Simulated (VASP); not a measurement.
# TiTe2 (P-3m1) in VASP: further runs

Aim: see how the results for TiTe2 move with the level of theory and the settings. Levels: PBEsol, LDA. Tasks: relaxation of cell and atoms.

Everything below comes from runs of VASP 6.6.1. Logs are shortened: lines on timing, memory, paths and dates and some standing lists are left out, and cuts for length are marked.

## (1) The structure

The structure is trigonal, space group P-3m1 (No. 164). The conventional cell has a = 3.698 Å, b = 3.698 Å, c = 6.441 Å, α = 90.00°, β = 90.00°, γ = 120.00°. Ti (site symmetry -3m) is surrounded by 6 Te at 2.74 Å. Te (site symmetry 3m) has 3 Ti at 2.74 Å as nearest neighbours.

## (2) Relaxation of cell and atoms, PBEsol

Contents of INCAR:

```
SYSTEM = TiTe2
PREC = Accurate
ENCUT = 600
EDIFF = 1E-7
ISMEAR = 1
SIGMA = 0.1
LREAL = .False.
LASPH = .True.
NELM = 80
ALGO = Normal
ISIF = 3
LWAVE = .False.
LCHARG = .False.
GGA = PS
IBRION = 2
NSW = 90
EDIFFG = -0.005
```

Contents of KPOINTS:

```
Automatic mesh
0
Gamma
  12 12 6
  0 0 0
```

Contents of POSCAR:

```
TiTe2                                   
1.0
    3.6983779775      0.0000000000     -0.0000000000
   -1.8491889888      3.2028892813     -0.0000000000
   -0.0000000000     -0.0000000000      6.4405019111
  Ti              Te            
     1     2
Direct
     0.0000000000000000    1.0000000000000000    0.0000000000000000
     0.6666666667000030    0.3333333332999970    0.2674431891943121
     0.3333333332999970    0.6666666667000030    0.7325568108056879
```

Potentials or basis: VASP PAW PBE potentials, release 64 (Ti_sv, Te).

Command:

```console
> cat potpaw_PBE.64/Ti_sv/POTCAR potpaw_PBE.64/Te/POTCAR > POTCAR
> mpirun -np 1 vasp_std > vasp.out
```

OUTCAR:

```text
SYSTEM = TiTe2
   PREC = Accurate
   ENCUT = 600
   EDIFF = 1E-7
   ISMEAR = 1
   LREAL = .False.
   LASPH = .True.
   NELM = 80
   ISIF = 3
   GGA = PS
   IBRION = 2
   NSW = 90
   EDIFFG = -0.005

 ion  position               nearest neighbor table
   1  0.000  0.000  0.000-   2 2.74   3 2.74   2 2.74   3 2.74   2 2.74   3 2.74
   2  0.667  0.333  0.267-   1 2.74   1 2.74   1 2.74   3 3.68   3 3.68   3 3.68
   3  0.333  0.667  0.733-   1 2.74   1 2.74   1 2.74   2 3.68   2 3.68   2 3.68

  LATTYP: Found a hexagonal cell.
 ALAT       =     3.6983779775
 C/A-ratio  =     1.7414396123

  Lattice vectors:

 A1 = (   3.6983779775,   0.0000000000,   0.0000000000)
 A2 = (  -1.8491889888,   3.2028892813,   0.0000000000)
 A3 = (   0.0000000000,   0.0000000000,   6.4405019111)

Analysis of symmetry for initial positions (statically):
=====================================================================
 Subroutine PRICEL returns:
 Original cell was already a primitive cell.

 Routine SETGRP: Setting up the symmetry group for a
 hexagonal supercell.

 Subroutine GETGRP returns: Found 12 space group operations
 (whereof 12 operations were pure point group operations)
 out of a pool of 24 trial point group operations.

The static configuration has the point symmetry D_3d.

Analysis of symmetry for dynamics (positions and initial velocities):
=====================================================================
 Subroutine PRICEL returns:
 Original cell was already a primitive cell.

 Routine SETGRP: Setting up the symmetry group for a
 hexagonal supercell.

 Subroutine GETGRP returns: Found 12 space group operations
 (whereof 12 operations were pure point group operations)
 out of a pool of 24 trial point group operations.

The dynamic configuration has the point symmetry D_3d.

 Subroutine INISYM returns: Found 12 space group operations
 (whereof 12 operations are pure point group operations),
 and found     1 'primitive' translations

----------------------------------------------------------------------------------------

                                     Primitive cell

  volume of cell :      76.2909

  direct lattice vectors                    reciprocal lattice vectors
     3.698377977  0.000000000  0.000000000     0.270388805  0.156109049  0.000000000
    -1.849188989  3.202889281  0.000000000     0.000000000  0.312218098  0.000000000
     0.000000000  0.000000000  6.440501911     0.000000000  0.000000000  0.155267402

  length of vectors
     3.698377977  3.698377978  6.440501911     0.312218098  0.312218098  0.155267402

  position of ions in fractional coordinates (direct lattice)
     0.000000000  0.000000000  0.000000000
     0.666666667  0.333333333  0.267443189
     0.333333333  0.666666667  0.732556811

  ion indices of the primitive-cell ions
   primitive index   ion index
                 1           1
                 2           2
                 3           3

----------------------------------------------------------------------------------------

 KPOINTS: Automatic mesh

Automatic generation of k-mesh.
 Grid dimensions read from file:
 generate k-points for:   12   12    6

 Generating k-lattice:

  Cartesian coordinates                     Fractional coordinates (reciprocal lattice)
     0.022532400  0.013009087  0.000000000     0.083333333  0.000000000  0.000000000
     0.000000000  0.026018175  0.000000000     0.000000000  0.083333333  0.000000000
     0.000000000  0.000000000  0.025877900     0.000000000  0.000000000  0.166666667

  Length of vectors
     0.026018175  0.026018175  0.025877900

  Shift w.r.t. Gamma in fractional coordinates (k-lattice)
     0.000000000  0.000000000  0.000000000

 Subroutine IBZKPT returns following result:
 ===========================================

 Found    100 irreducible k-points:

 Following reciprocal coordinates:
            Coordinates               Weight
  0.000000  0.000000  0.000000      1.000000
  0.083333 -0.000000  0.000000      6.000000
  0.166667  0.000000  0.000000      6.000000
  0.250000  0.000000  0.000000      6.000000
  0.333333  0.000000  0.000000      6.000000
  0.416667 -0.000000  0.000000      6.000000
[... 16 lines left out ...]
  0.166667  0.000000  0.166667      6.000000
  0.000000  0.166667  0.166667      6.000000
 [... further k-points ...]
   k-points           NKPTS =    100   k-points in BZ     NKDIM =    100   number of bands    NBANDS=     16
   number of dos      NEDOS =    301   number of ions     NIONS =      3
   total plane-waves  NPLWV =  48600
   dimension x,y,z NGX =    30 NGY =   30 NGZ =   54
   dimension x,y,z NGXF=    60 NGYF=   60 NGZF=  108
   ions per type =               1   2
   NGX,Y,Z   is equivalent  to a cutoff of  13.49, 13.49, 13.94 a.u.
   NGXF,Y,Z  is equivalent  to a cutoff of  26.97, 26.97, 27.88 a.u.
 SYSTEM =  TiTe2
   PREC   = accura    normal or accurate (medium, high low for compatibility)
   ISTART =      0    job   : 0-new  1-cont  2-samecut
   ICHARG =      2    charge: 1-file 2-atom 10-const
   ISPIN  =      1    spin polarized calculation?
   LNONCOLLINEAR =      F non collinear calculations
   LSORBIT =      F    spin-orbit coupling
   LASPH  =      T    aspherical Exc in radial PAW
   ENCUT  =  600.0 eV  44.10 Ry    6.64 a.u.   7.39  7.39 12.86*2*pi/ulx,y,z
   NELM   =     80;   NELMIN=  2; NELMDL= -5     # of ELM steps
   EDIFF  = 0.1E-06   stopping-criterion for ELM
   LREAL  =      F    real-space projection
   EDIFFG = -.5E-02   stopping-criterion for IOM
   NSW    =     90    number of steps for IOM
   IBRION =      2    ionic relax: 0-MD 1-quasi-New 2-CG
   NFREE  =      1    steps in history (QN), initial steepest desc. (CG)
   ISIF   =      3    stress and relaxation
   ISYM   =      2    0-nonsym 1-usesym 2-fastsym
   POTIM  = 0.5000    time-step for ionic-motion
   TEBEG  =    0.0;   TEEND  =   0.0 temperature during run
   PSTRESS=    0.0 pullay stress
   NELECT =      24.0000    total number of electrons
   NUPDOWN=      -1.0000    fix difference up-down
   EMIN   =  10.00;   EMAX   =-10.00  energy-range for DOS
   EFERMI =   0.00;   METHOD = LEGACY
   ISMEAR =     1;   SIGMA  =   0.10  broadening in eV -4-tet -1-fermi 0-gaus
   EFERMI_NEDOS =   21; number of points for ismear=-14 and -15
   IALGO  =     38    algorithm
   IMIX   =      4    mixing-type and parameters
     AMIX     =   0.40;   BMIX     =  1.00
     AMIX_MAG =   1.60;   BMIX_MAG =  1.00
  volume/ion in A,a.u.               =      25.43       171.61
  Fermi-wavevector in a.u.,A,eV,Ry     =   1.113408  2.104036 16.866829  1.239677
  Thomas-Fermi vector in A             =   2.249992
   LORBIT       =      0    0 simple, 1 ext, 2 COOP (PROOUT), +10 PAW based schemes
   GGA     = PS    functional components
   LHFCALC =     F    Hartree Fock is set to
   AEXX    =    0.0000 exact exchange contribution
   IVDW    =     0    specifies the selected vdW correction
   LEPSILON=     F    determine dielectric tensor
   LRPA    =     F    only Hartree local field effects (RPA)
 conjugate gradient relaxation of ions
 non-spin polarized calculation
 Methfessel and Paxton  Order N= 1 SIGMA  =   0.10
  energy-cutoff  :      600.00
  volume of cell :       76.29
 maximum number of plane-waves:      2582
 NGX is ok and might be reduce to    30
   NGX = 15   NGY = 15   NGZ = 25

--------------------------------------- Ionic step        1  -------------------------------------------

 number of electron      24.0000002 magnetization

 Free energy of the ion-electron system (eV)
  ---------------------------------------------------
  ext. energy  EPLUGINS =         0.00000000
  ---------------------------------------------------
  free energy    TOTEN  =       -17.54185041 eV

  energy without entropy =      -17.54221050  energy(sigma->0) =      -17.54197044

------------------------ aborting loop because EDIFF is reached ----------------------------------------

  FORCE on cell =-STRESS in cart. coord.  units (eV):
  Direction    XX          YY          ZZ          XY          YZ          ZX
  --------------------------------------------------------------------------------------
  -------------------------------------------------------------------------------------
  Total       -0.0124288     -0.0124288     -0.0183911      0.0000000      0.0000000      0.0000000
  in kB       -0.2610164     -0.2610164     -0.3862298      0.0000000      0.0000000      0.0000000
  external PRESSURE =      -0.3027542 kB  Pullay stress =       0.0000000 kB
[... 133 lines left out ...]
  energy  without entropy=      -17.5422325047  energy(sigma->0) =      -17.54199098

--------------------------------------- Ionic step        5  -------------------------------------------

 number of electron      24.0000001 magnetization

 Free energy of the ion-electron system (eV)
  ---------------------------------------------------
  ext. energy  EPLUGINS =         0.00000000
  ---------------------------------------------------
  free energy    TOTEN  =       -17.54188111 eV

  energy without entropy =      -17.54224799  energy(sigma->0) =      -17.54200340

 E-fermi :   7.3508     XC(G=0): -10.2596

 val. band max:        7.3346343854   @ k =   0.2500   0.0000   0.1667
 cond. band min:       7.3549444153   @ k =   0.0000   0.4167   0.1667
 fundamental gap:      0.0203100299
 Fermi energy:         7.3508022093

 k-point     1 :       0.0000    0.0000    0.0000
  band No.  band energies     occupation
      1     -49.7858      2.00000
      2     -26.1519      2.00000
      3     -26.1519      2.00000
      4     -26.1202      2.00000
      5      -5.3896      2.00000
      6      -3.7572      2.00000
[... 8 lines left out ...]
     15       8.6342     -0.00000
     16      10.5320      0.00000
[... 420 lines left out ...]
  band No.  band energies     occupation
      1     -49.7847      2.00000
      2     -26.1657      2.00000
      3     -26.1550      2.00000
      4     -26.1170      2.00000
      5      -4.9827      2.00000
      6      -3.7275      2.00000
[... 8 lines left out ...]
     15       8.6620     -0.00000
     16      10.1421      0.00000

 [... further k-points ...]
[... 5 lines left out ...]
  --------------------------------------------------------------------------------------
  -------------------------------------------------------------------------------------
  Total        0.0035004      0.0035004     -0.0122427     -0.0000000     -0.0000000      0.0000000
  in kB        0.0736162      0.0736162     -0.2574748     -0.0000000     -0.0000000      0.0000000
  external PRESSURE =      -0.0367475 kB  Pullay stress =       0.0000000 kB
[... 18 lines left out ...]
  FREE ENERGIE OF THE ION-ELECTRON SYSTEM (eV)
  ---------------------------------------------------
  free  energy   TOTEN  =       -17.5418811062 eV

  energy  without entropy=      -17.5422479940  energy(sigma->0) =      -17.54200340

 reached required accuracy - stopping structural energy minimisation
```

Wall time 3.5 min (1 thread of Intel Xeon 6975P-C (Granite Rapids), shared host); peak memory 0.33 GiB.

Results:

- Free energy: -17.5419 eV
- Relaxed volume: 25.39 Å³/atom
- Relaxed cell: a = 3.697 Å, b = 3.697 Å, c = 6.436 Å, α = 90.00°, β = 90.00°, γ = 120.00°
- Space group after relaxing (to 0.05 Å): P-3m1 (No. 164)
- Energy gained by relaxing: 0.0 meV/atom
- Ionic steps: 5
- Pressure after relaxing: 0.0 GPa
- Band gap on the k mesh: none (metal or under the smearing width)

Final structure:
```cif
data_structure
_symmetry_space_group_name_H-M 'P 1'
_symmetry_Int_Tables_number 1
_cell_length_a 3.6972
_cell_length_b 3.6972
_cell_length_c 6.4355
_cell_angle_alpha 90.000
_cell_angle_beta 90.000
_cell_angle_gamma 120.000
_cell_volume 76.18
loop_
_atom_site_label
_atom_site_type_symbol
_atom_site_fract_x
_atom_site_fract_y
_atom_site_fract_z
_atom_site_occupancy
Ti1 Ti 0.00000 0.00000 0.00000 1
Te1 Te 0.66667 0.33333 0.26779 1
Te2 Te 0.33333 0.66667 0.73221 1
```

Caveat: the PAW data sets were made with another functional, which shifts forces and pressure a little; this functional lacks dispersion, which binds the layers, so the pressure and a relaxed spacing across them are unreliable.

## (3) Relaxation of cell and atoms, LDA

This run uses another cell than the first one, of 26.76 Å³/atom, 1.052 times its volume.

Contents of INCAR:

```
SYSTEM = TiTe2
PREC     = Accurate       ! precision mode
ENCUT    = 600            ! plane-wave cutoff, eV
EDIFF    = 1E-6           ! SCF threshold, eV
ISMEAR   = 1              ! smearing method
SIGMA    = 0.1            ! smearing width, eV
LREAL    = .False.        ! projectors in reciprocal space
LASPH    = .True.         ! aspherical terms in the spheres
NELM     = 80             ! most SCF steps
ALGO     = Normal         ! electronic algorithm
ISIF     = 3              ! what is computed and relaxed
LWAVE    = .False.        ! write WAVECAR
LCHARG   = .False.        ! write CHGCAR
GGA      = CA             ! functional
IBRION   = 2              ! ionic algorithm
NSW      = 90             ! ionic steps
EDIFFG   = -0.01          ! ionic threshold
KPAR     = 2
```

Contents of KPOINTS:

```
regular mesh
0
Gamma
  12 12 6
  0 0 0
```

Contents of POSCAR:

```
TiTe2
1.0
    3.7770000000      0.0000000000      0.0000000000
   -1.8885000000      3.2709779501      0.0000000000
    0.0000000000      0.0000000000      6.4980000000
Ti Te
1 2
Direct
    0.0000000000      0.0000000000      0.0000000000
    0.6666666667      0.3333333333      0.2628000000
    0.3333333333      0.6666666667      0.7372000000
```

Potentials or basis: VASP PAW LDA potentials, release 64 (Ti_sv, Te).

Command:

```console
> cat potpaw_LDA.64/Ti_sv/POTCAR potpaw_LDA.64/Te/POTCAR > POTCAR
> mpirun -np 2 vasp_std > vasp.out
```

Wall time 7.5 min (2 MPI ranks of Intel Xeon 6975P-C (Granite Rapids), shared host); peak memory 0.3 GiB.

It converged, with:

```
Free energy                            : -18.3467 eV
Relaxed volume                         : 24.59 Å³/atom
Relaxed cell                           : a = 3.668 Å, b = 3.668 Å, c = 6.333 Å, α = 90.00°, β = 90.00°, γ = 120.00°
Space group after relaxing (to 0.05 Å) : P-3m1 (No. 164)
Energy gained by relaxing              : 25.4 meV/atom
Ionic steps                            : 12
Pressure after relaxing                : 0.0 GPa
Band gap on the k mesh                 : none (metal or under the smearing width)
```

The path:
```tsv
step	energy change (eV)	largest force (eV/Å)	pressure (GPa)	volume (Å³)
1	0.0000	0.2632	-4.01	80.28
2	-0.0238	0.7561	3.51	72.74
3	-0.0602	0.2821	-0.12	75.89
4	-0.0682	0.1937	-0.12	75.35
5	-0.0724	0.0592	-0.06	74.56
6	-0.0741	0.0461	-0.03	74.33
7	-0.0763	0.0011	0.08	73.62
8	-0.0763	0.0026	0.09	73.64
9	-0.0763	0.0052	0.09	73.68
10	-0.0762	0.0253	-0.19	73.94
11	-0.0763	0.0047	-0.01	73.76
12	-0.0763	0.0013	-0.01	73.78
```

Final structure:
```
Ti Te
1.0
     3.66780    0.00000    0.00000
    -1.83390    3.17641    0.00000
     0.00000    0.00000    6.33261
Ti Te
1 2
Cartesian
  1.8339 3.1764 0.0000
  1.8339 1.0588 1.7084
  0.0000 2.1176 4.6242
```

Levels at points of the mesh, in eV from the Fermi level:
| k point | band 9 | band 10 | band 11 | band 12 | band 13 | band 14 | band 15 | band 16 |
| --- | --- | --- | --- | --- | --- | --- | --- | --- |
| (0.00, 0.00, 0.00) | -1.65 | 0.21 | 0.42 | 0.42 | 0.78 | 1.35 | 1.35 | 3.24 |
| (0.50, 0.00, 0.00) | -2.96 | -2.58 | -1.76 | -1.16 | -0.05 | 1.29 | 1.65 | 2.50 |
| (0.00, 0.00, 0.50) | -1.56 | -1.56 | 0.41 | 0.41 | 0.92 | 0.92 | 1.13 | 3.83 |
| (0.50, 0.00, 0.50) | -2.63 | -2.13 | -0.89 | -0.45 | -0.44 | 1.29 | 1.64 | 2.70 |
